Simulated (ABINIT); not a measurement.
Input of an ABINIT 10.8.3 (patched build) run:

The input run.abi:

```
pp_dirpath "./"
pseudos "Eu.GGA_PBE-JTH.xml, S.GGA_PBE-JTH.xml"

acell 4.2122350955 4.2122350955 4.2122350955 Angstrom
rprim
     0.0000000000     0.7071067812     0.7071067812
     0.7071067812     0.0000000000     0.7071067812
     0.7071067812     0.7071067812     0.0000000000
ntypat 2
znucl 63 16
natom 2
typat 1 2
xred
     0.0000000000     0.0000000000     0.0000000000
     0.5000000000     0.5000000000     0.5000000000

ecut 680.284656 eV
pawecutdg 47.0

kptopt 1
ngkpt 6 6 6
nshiftk 1
shiftk 0.0 0.0 0.0

ixc 11

nband 21
occopt 3
tsmear 0.05 eV

nsppol 2
spinat
     0.0000000000     0.0000000000     7.0000000000
     0.0000000000     0.0000000000     0.0000000000

nstep 100
tolvrs 1.0e-9

iomode 3
prtwf 0
prtden 0
prteig 0
prtebands 0
enunit 1
prtvol 2
```

Potentials or basis: JTH PAW PBE v2.0.

Run with:

```bash
$ abinit run.abi > log 2>&1
```

Task: What does it give for the site moments?

Result: Eu +1.15; S -0.01 μB.

Task: Estimate the pressure.

Result: -7.2 GPa.

Task: Estimate the band gap on the k mesh.

Result: None (metal or under the smearing width).

Caveat: spin-orbit coupling is left out, which moves the levels of the heavy elements; the moment fell far below its start of 7 μB, so a state of higher moment may lie lower in energy; a cell with one magnetic atom can't hold antiferromagnetic order, which such compounds often take; without U or exact exchange the open f shell lies at the Fermi level, which spoils levels, moments and volumes. The state reached can hang on the start; a lower one may exist.

**The experiment to reproduce.**

From “Crystal-field mediated electronic transitions of EuS up to 35 GPa”, 2022, pmc:8786971, for a powder of EuS at 300 K: band gap 1.72 eV (optical).

A measured gap of EuS is 1.72 eV (optical; 300 K; powder; “Crystal-field mediated electronic transitions of EuS up to 35 GPa”, 2022, pmc:8786971); the calculated 0.00 eV misses it by -1.72 eV. So large a miss can be the level of theory's own, or it may mean another phase, state or a wrong row. Spin-orbit coupling on Eu is left out. The value is that of PBE on a finite k mesh, which can miss the band edges, without temperature or zero-point motion. Semilocal functionals fall short of measured gaps as a rule. The run's magnetic order (collinear spin, ferromagnetic start) needn't be the measured crystal's.
